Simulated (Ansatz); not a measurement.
The system is SiC (Moissanite).

```
CELL_PARAMETERS angstrom
3.07600 0.00000 0.00000
-1.53800 2.66389 0.00000
0.00000 0.00000 5.04800
ATOMIC_POSITIONS crystal
Si 0.66667 0.33333 0.50000
Si 0.33333 0.66667 0.00000
C 0.66667 0.33333 0.88500
C 0.33333 0.66667 0.38500
```

```yaml
Program: Ansatz 0.2.0
Task: relaxation of cell and atoms
Functional: RPBE
Potentials_or_basis: Ansatz PAW
Cutoff: "420 eV (not typed: the program's choice for these potentials)"
k_mesh: 10 × 10 × 5
Occupations: fermi-dirac, width 0.05 eV
Spin: no spin polarisation
```

At the start: volume 10.34 Å³/atom.

Task: How do energy, volume and symmetry change on relaxing?

Result: It ends after 8 steps and the volume is 10.66 Å³/atom (+3.1 %); space group P6_3mc (No. 186, to 0.05 Å).

Step by step:
```tsv
step	energy change (eV)	largest force (eV/Å)	volume (Å³)
1	0.0000	0.7615	41.36
2	-0.0401	0.4373	42.04
3	-0.0595	0.0163	42.76
4	-0.0604	0.0105	42.65
5	-0.0605	0.0010	42.63
6	-0.0627	0.0010	42.63
7	-0.0626	0.0002	42.64
8	-0.0627	0.0002	42.64
```

Final structure:
```
Si C
1.0
     3.10750    0.00000    0.00000
    -1.55375    2.69117    0.00000
     0.00000    0.00000    5.09929
Si C
2 2
Direct
  0.66667 0.33333 0.50456
  0.33333 0.66667 0.00456
  0.66667 0.33333 0.88044
  0.33333 0.66667 0.38044
```

Caveat: the plane-wave basis is chosen anew once the cell has moved, so the energies of steps on either side of that aren't comparable; the PAW data sets come from PBE, with cores solved anew for the run's functional, which leaves a small shift of forces and pressure.
